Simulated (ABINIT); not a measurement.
# A GW chain in ABINIT: AlN (F-43m), part 3 of 3

Aim: the G0W0 gap of AlN (F-43m) on LDA, step by step.

ABINIT 10.8.3; LDA and many-body steps on it, plane waves. Known limits of the many-body steps: not at the basis limit.

So far. Step 4 (Empty states on the mesh, 8×8×8 mesh, 126 bands): On this mesh the gap is 3.259 eV. Step 5 (Screening, 8×8×8 mesh, 118 bands, screening to 244.9 eV): Local fields lower ε∞ by 9 %.

**6. Self-energy, 8×8×8 mesh, 118 bands, screening to 244.9 eV**

The self-energy is evaluated for the states that the input lists, and the levels follow from it, in one-shot runs by the linearised quasiparticle equation.

This step: G0W0 on LDA, plane waves, norm-conserving pseudopotentials.

File run.abi:

```
acell 3*1.0 Angstrom
rprim 
  -0.000000000000 2.183993559600 2.183993559600
  2.183993559600 -0.000000000000 2.183993559600
  2.183993559600 2.183993559600 -0.000000000000
ntypat 2
znucl 13 7
natom 2
typat 1 2
xred 
  0.000000000000 0.000000000000 0.000000000000
  0.750000000000 0.750000000000 0.750000000000
pp_dirpath "pseudos"
pseudos "Al.upf, N.upf"
ecut 36
ngkpt 8 8 8
nshiftk 1
shiftk 0 0 0
kptopt 1
chksymbreak 0
istwfk *1
occopt 1
irdwfk 1
optdriver 4
nband 118
gwcalctyp 0
ecutsigx 36
symsigma 1
nkptgw 29
kptgw 
  0.0000000000 0.0000000000 0.0000000000
  0.1250000000 0.0000000000 0.0000000000
  0.2500000000 0.0000000000 0.0000000000
  0.3750000000 0.0000000000 0.0000000000
  0.5000000000 0.0000000000 0.0000000000
  0.1250000000 0.1250000000 0.0000000000
  0.2500000000 0.1250000000 0.0000000000
  0.3750000000 0.1250000000 0.0000000000
  0.5000000000 0.1250000000 0.0000000000
  -0.3750000000 0.1250000000 0.0000000000
  -0.2500000000 0.1250000000 0.0000000000
  -0.1250000000 0.1250000000 0.0000000000
  0.2500000000 0.2500000000 0.0000000000
  0.3750000000 0.2500000000 0.0000000000
  0.5000000000 0.2500000000 0.0000000000
  -0.3750000000 0.2500000000 0.0000000000
  -0.2500000000 0.2500000000 0.0000000000
  0.3750000000 0.3750000000 0.0000000000
  0.5000000000 0.3750000000 0.0000000000
  -0.3750000000 0.3750000000 0.0000000000
  0.5000000000 0.5000000000 0.0000000000
  0.3750000000 0.2500000000 0.1250000000
  0.5000000000 0.2500000000 0.1250000000
  -0.3750000000 0.2500000000 0.1250000000
  0.5000000000 0.3750000000 0.1250000000
  -0.3750000000 0.3750000000 0.1250000000
  -0.2500000000 0.3750000000 0.1250000000
  -0.3750000000 0.5000000000 0.1250000000
  -0.2500000000 0.5000000000 0.2500000000
bdgw 
  2 13
  2 13
  2 13
  2 13
  2 13
  2 13
  2 13
  2 13
  2 13
  2 13
  2 13
  2 13
  2 13
  2 13
  2 13
  2 13
  2 13
  2 13
  2 13
  2 13
  2 13
  2 13
  2 13
  2 13
  2 13
  2 13
  2 13
  2 13
  2 13
ecuteps 9
irdscr 1
ppmodel 1
indata_prefix "in"
outdata_prefix "out"
tmpdata_prefix "tmp"
```

Launch:

```bash
$ OMP_NUM_THREADS=1 mpirun -n 4 abinit run.abi > log
```

Numbers of over 12 decimals in the logs are rounded to 6 here.

The log of the run:

```text
.Version 10.8.3 of ABINIT. v10.8.2 released Aug 2026.

 Symmetries : space group F-4 3 m (#216); Bravais cF (face-center cubic)
[... echo of the input left out ...]
== DATASET  1 ==================================================================
-   mpi_nproc: 4, omp_nthreads: 1 (-1 if OMP is not activated)

--- !DatasetInfo
iteration_state: {dtset: 1, }
dimensions: {natom: 2, nkpt: 29, mband: 118, nsppol: 1, nspinor: 1, nspden: 1, mpw: 1475, }
cutoff_energies: {ecut:  36.0, pawecutdg:  -1.0, }
electrons: {nelect:   8.00000000E+00, charge:   0.00000000E+00, occopt:   1.00000000E+00, tsmear:   1.00000000E-02, }

 SIGMA: Calculation of the GW corrections

 Based on a program developped by R.W. Godby, V. Olevano, G. Onida, and L. Reining.
 Incorporated in ABINIT by V. Olevano, G.-M. Rignanese, and M. Torrent.
.Using double precision arithmetic ; gwpc =  8

[... cell and pseudopotentials left out ...]
--------------------------------------------------------------------------------

 ==== K-mesh for the wavefunctions ====
 Number of points in the irreducible wedge :    29
[... list of points left out ...]
 Together with 24 symmetry operations and time-reversal symmetry
 yields   512 points in the full Brillouin Zone.

 ==== Q-mesh for screening function ====
 Number of points in the irreducible wedge :    29
[... list of points left out ...]
 Together with 24 symmetry operations and time-reversal symmetry
 yields   512 points in the full Brillouin Zone.

 vcoul_init : cutoff-mode = AUXILIARY_FUNCTION
 q-points for optical limit:   1
     1)      0.000010    0.000020    0.000030
 setmesh: FFT mesh size selected  =    32x   32x   32
          total number of points  =        32768

 Number of electrons calculated from density =    8.0000; Expected =    8.0000
 average of density, n =  0.056900
 r_s =    1.6129
 omega_plasma =   23.0097 [eV]

 === KS Band Gaps ===
  >>>> For spin  1
   Minimum direct gap =   4.2434 [eV], located at k-point      :   0.0000  0.0000  0.0000
   Fundamental gap    =   3.2588 [eV], Top of valence bands at :   0.0000  0.0000  0.0000
                                       Bottom of conduction at :   0.5000  0.5000  0.0000
 SIGMA fundamental parameters:
 PLASMON POLE MODEL  1
 number of plane-waves for SigmaX                 1459
 number of plane-waves for SigmaC and W            169
 number of plane-waves for wavefunctions          1459
 number of bands                                   118
 number of independent spin polarizations            1
 number of spinorial components                      1
 number of k-points in IBZ                          29
 number of q-points in IBZ                          29
 number of symmetry operations                      24
 number of k-points in BZ                          512
 number of q-points in BZ                          512
 number of frequencies for dSigma/dE                 9
 frequency step for dSigma/dE [eV]                0.25
 number of omega for Sigma on real axis              0
 max omega for Sigma on real axis  [eV]           0.00
 zcut for avoiding poles [eV]                     0.10

 EPSILON^-1 parameters (SCR file):
 dimension of the eps^-1 matrix on file            169
 dimension of the eps^-1 matrix used               169
 number of plane-waves for wavefunctions          1459
 number of bands                                   118
 number of q-points in IBZ                          29
 number of frequencies                               2
 number of real frequencies                          1
 number of imag frequencies                          1

 matrix elements of self-energy operator (all in [eV])

 Perturbative Calculation

--- !SelfEnergy_ee
iteration_state: {dtset: 1, }
kpoint     : [   0.000,    0.000,    0.000, ]
spin       : 1
KS_gap     :    4.243
QP_gap     :    5.801
Delta_QP_KS:    1.557
data: !SigmaeeData |
     Band     E0 <VxcDFT>   SigX SigC(E0)      Z dSigC/dE  Sig(E)    E-E0       E
        2   5.508 -16.792 -20.929   2.889   0.784  -0.276 -17.770  -0.978   4.531
        3   5.508 -16.792 -20.929   2.889   0.784  -0.276 -17.770  -0.978   4.531
        4   5.508 -16.792 -20.929   2.889   0.784  -0.276 -17.770  -0.978   4.531
        5   9.752 -12.740  -8.208  -3.819   0.813  -0.229 -12.160   0.580  10.331
        6  17.867 -10.151  -4.119  -5.101   0.818  -0.222  -9.389   0.761  18.628
        7  17.867 -10.151  -4.119  -5.101   0.818  -0.222  -9.389   0.761  18.628
        8  17.867 -10.151  -4.119  -5.101   0.818  -0.222  -9.389   0.761  18.628
        9  23.113 -10.543  -3.739  -5.545   0.814  -0.228  -9.518   1.025  24.139
       10  23.113 -10.543  -3.739  -5.545   0.814  -0.228  -9.518   1.025  24.139
       11  24.443  -9.898  -2.673  -6.467   0.753  -0.328  -9.327   0.571  25.014
[...]
--- !SelfEnergy_ee
iteration_state: {dtset: 1, }
kpoint     : [   0.125,    0.000,    0.000, ]
spin       : 1
KS_gap     :    5.237
QP_gap     :    6.879
Delta_QP_KS:    1.642
data: !SigmaeeData |
     Band     E0 <VxcDFT>   SigX SigC(E0)      Z dSigC/dE  Sig(E)    E-E0       E
[...]
--- !SelfEnergy_ee
iteration_state: {dtset: 1, }
kpoint     : [   0.250,    0.000,    0.000, ]
spin       : 1
KS_gap     :    6.690
QP_gap     :    8.457
Delta_QP_KS:    1.767
data: !SigmaeeData |
     Band     E0 <VxcDFT>   SigX SigC(E0)      Z dSigC/dE  Sig(E)    E-E0       E
[...]
--- !SelfEnergy_ee
iteration_state: {dtset: 1, }
kpoint     : [   0.375,    0.000,    0.000, ]
spin       : 1
KS_gap     :    7.530
QP_gap     :    9.317
Delta_QP_KS:    1.787
data: !SigmaeeData |
     Band     E0 <VxcDFT>   SigX SigC(E0)      Z dSigC/dE  Sig(E)    E-E0       E
[...]
--- !SelfEnergy_ee
iteration_state: {dtset: 1, }
kpoint     : [   0.500,    0.000,    0.000, ]
spin       : 1
KS_gap     :    7.770
QP_gap     :    9.546
Delta_QP_KS:    1.776
data: !SigmaeeData |
     Band     E0 <VxcDFT>   SigX SigC(E0)      Z dSigC/dE  Sig(E)    E-E0       E
[...]
--- !SelfEnergy_ee
iteration_state: {dtset: 1, }
kpoint     : [   0.125,    0.125,    0.000, ]
spin       : 1
KS_gap     :    5.723
QP_gap     :    7.423
Delta_QP_KS:    1.699
data: !SigmaeeData |
     Band     E0 <VxcDFT>   SigX SigC(E0)      Z dSigC/dE  Sig(E)    E-E0       E
[...]
--- !SelfEnergy_ee
iteration_state: {dtset: 1, }
kpoint     : [   0.250,    0.125,    0.000, ]
spin       : 1
KS_gap     :    6.857
QP_gap     :    8.657
Delta_QP_KS:    1.800
data: !SigmaeeData |
     Band     E0 <VxcDFT>   SigX SigC(E0)      Z dSigC/dE  Sig(E)    E-E0       E
[...]
--- !SelfEnergy_ee
iteration_state: {dtset: 1, }
kpoint     : [   0.375,    0.125,    0.000, ]
spin       : 1
KS_gap     :    7.804
QP_gap     :    9.667
Delta_QP_KS:    1.863
data: !SigmaeeData |
     Band     E0 <VxcDFT>   SigX SigC(E0)      Z dSigC/dE  Sig(E)    E-E0       E
[...]
--- !SelfEnergy_ee
iteration_state: {dtset: 1, }
kpoint     : [   0.500,    0.125,    0.000, ]
spin       : 1
KS_gap     :    8.294
QP_gap     :   10.149
Delta_QP_KS:    1.856
data: !SigmaeeData |
     Band     E0 <VxcDFT>   SigX SigC(E0)      Z dSigC/dE  Sig(E)    E-E0       E
[...]
--- !SelfEnergy_ee
[...]
kpoint     : [  -0.375,    0.125,    0.000, ]
spin       : 1
KS_gap     :    8.372
QP_gap     :   10.248
Delta_QP_KS:    1.877
data: !SigmaeeData |
     Band     E0 <VxcDFT>   SigX SigC(E0)      Z dSigC/dE  Sig(E)    E-E0       E
[...]
--- !SelfEnergy_ee
iteration_state: {dtset: 1, }
kpoint     : [   0.500,    0.375,    0.125, ]
spin       : 1
KS_gap     :    6.938
QP_gap     :    8.770
Delta_QP_KS:    1.832
data: !SigmaeeData |
     Band     E0 <VxcDFT>   SigX SigC(E0)      Z dSigC/dE  Sig(E)    E-E0       E
[...]
--- !SelfEnergy_ee
iteration_state: {dtset: 1, }
kpoint     : [  -0.375,    0.375,    0.125, ]
spin       : 1
KS_gap     :    7.613
QP_gap     :    9.520
Delta_QP_KS:    1.907
data: !SigmaeeData |
     Band     E0 <VxcDFT>   SigX SigC(E0)      Z dSigC/dE  Sig(E)    E-E0       E
[...]
--- !SelfEnergy_ee
iteration_state: {dtset: 1, }
kpoint     : [  -0.250,    0.375,    0.125, ]
spin       : 1
KS_gap     :    7.953
QP_gap     :    9.882
Delta_QP_KS:    1.929
data: !SigmaeeData |
     Band     E0 <VxcDFT>   SigX SigC(E0)      Z dSigC/dE  Sig(E)    E-E0       E
[...]
--- !SelfEnergy_ee
iteration_state: {dtset: 1, }
kpoint     : [  -0.375,    0.500,    0.125, ]
spin       : 1
KS_gap     :    6.824
QP_gap     :    8.656
Delta_QP_KS:    1.832
data: !SigmaeeData |
     Band     E0 <VxcDFT>   SigX SigC(E0)      Z dSigC/dE  Sig(E)    E-E0       E
[...]
--- !SelfEnergy_ee
iteration_state: {dtset: 1, }
kpoint     : [  -0.250,    0.500,    0.250, ]
spin       : 1
KS_gap     :    8.713
QP_gap     :   10.726
Delta_QP_KS:    2.014
data: !SigmaeeData |
     Band     E0 <VxcDFT>   SigX SigC(E0)      Z dSigC/dE  Sig(E)    E-E0       E
[...]
9  22.440 -11.103  -3.638  -6.511   0.762  -0.313 -10.376   0.727  23.167
       10  24.235 -10.882  -3.441  -6.357   0.769  -0.301 -10.049   0.833  25.067
       11  30.249 -12.616  -4.202  -7.641   0.698  -0.432 -12.076   0.539  30.788
       12  30.814 -12.098  -4.141  -7.582   0.666  -0.501 -11.848   0.250  31.064
       13  33.060 -10.502  -2.466  -7.792   0.647  -0.544 -10.344   0.158  33.218

 New Fermi energy :        2.540912E-01 Ha ,    6.914174E+00 eV

 === QP Band Gaps ===
  >>>> For spin  1
   Minimum direct gap =   5.8008 [eV], located at k-point      :   0.0000  0.0000  0.0000
   Fundamental gap    =   4.7671 [eV], Top of valence bands at :   0.0000  0.0000  0.0000
                                       Bottom of conduction at :   0.5000  0.5000  0.0000

== END DATASET(S) ==============================================================
================================================================================

 -outvars: echo values of variables after computation  --------
           etotal      0.0000000000E+00
            nband         118
             nkpt          29
          spgroup         216
 [... the other variables as echoed above ...]

 Calculation completed.
```

Run time: 56 min. Hardware: 4 MPI ranks of Arm Neoverse V1, shared host; peak memory 1.6 GiB.

Numbers from this step:

* G0W0 gap on the mesh: 4.767 eV
* starting gap on the mesh: 3.259 eV
* k of the valence top: 0, 0, 0
* k of the conduction bottom: 0.5, 0.5, 0
* Z at the valence top: 0.784
* Z at the conduction bottom: 0.835
* least direct G0W0 gap on the computed points: 5.8 eV

The gap on the mesh goes from 3.26 eV to 4.77 eV, a correction of +1.51 eV.

Limits: finite bands, cutoff and mesh. v1 is the top filled band, c1 the lowest empty one. The levels before and after the correction (eV, zero at the valence-band top of each column):

```csv
,conduction bottom,valence top
Kohn-Sham,3.26,0.00
G0W0,4.77,0.00
```

```csv
,level,energy (eV)
Kohn-Sham,Γ v3-v1,0.000
Kohn-Sham,Γ c1,4.243
Kohn-Sham,Γ c2-c4,12.358
Kohn-Sham,(0.5 0.5 0) v3,-4.953
Kohn-Sham,(0.5 0.5 0) v2-v1,-1.796
Kohn-Sham,(0.5 0.5 0) c1,3.259
Kohn-Sham,(0.5 0.5 0) c2,8.443
Kohn-Sham,(0.5 0.5 0) c3,13.724
Kohn-Sham,(0.5 0.5 0) c4,15.471
G0W0,Γ v3-v1,0.000
G0W0,Γ c1,5.800
G0W0,Γ c2-c4,14.097
G0W0,(0.5 0.5 0) v3,-5.343
G0W0,(0.5 0.5 0) v2-v1,-2.017
G0W0,(0.5 0.5 0) c1,4.767
G0W0,(0.5 0.5 0) c2,10.221
G0W0,(0.5 0.5 0) c3,15.916
G0W0,(0.5 0.5 0) c4,17.346
```

**7. Where the time went**

Times are wall times on 4 MPI ranks of Arm Neoverse V1, shared host, good to a factor of about two.

```csv
step,time,share,memory (GiB)
ground state,4.4 s,0 %,0.25
bands along the symmetry lines,3.9 s,0 %,0.24
empty states on the mesh,23 s,1 %,0.7
screening,3.8 min,6 %,1.3
self-energy,56 min,93 %,1.6
```

**8. Results**

```yaml
lda_gap: 3.26 eV, indirect
g0w0_gap_on_the_mesh: 4.77 eV
gw_settings: 8×8×8 mesh, 118 bands, screening to 244.9 eV, Godby-Needs plasmon pole
known_limits: not at the basis limit
```

What this shows: G0W0 moves the gap on the mesh from 3.26 eV to 4.77 eV (+1.51 eV), with Z of 0.78 and 0.83 at the edges. Local fields lower the RPA ε∞ on this mesh from 4.77 to 4.33. The dearest step here is «self-energy». Bands and cutoff are finite, so the gap is not at the basis limit. The miss can reach some tenths of an eV and take either sign; the mesh is an error of its own.

[Paths, hosts, dates, memory and timing lines, banners, echoed tables and standing remarks are left out of the program output.]

[Logs are printed without paths, hosts, clocks, repeated set-up lines and the standing remarks that a program may print on its own settings, such as how far it seeks lower states.]

[Runs of the session that timed out or met a known fault of the program may be left out.]

[Hosts, paths, dates, database ids (printed as entryN), source tags and the programs' standing remarks are cut or masked in the printed files.]

[G0W0 gaps are taken among the corrected bands and points alone; a level outside them can change the order at an edge.]

[Where Ansatz stands beside ABINIT at settings called matched, ABINIT's density can come from a denser mesh and the files from another edition; pairs whose starting gaps differed by over 0.03 eV were left out, so agreement reads better than it is.]
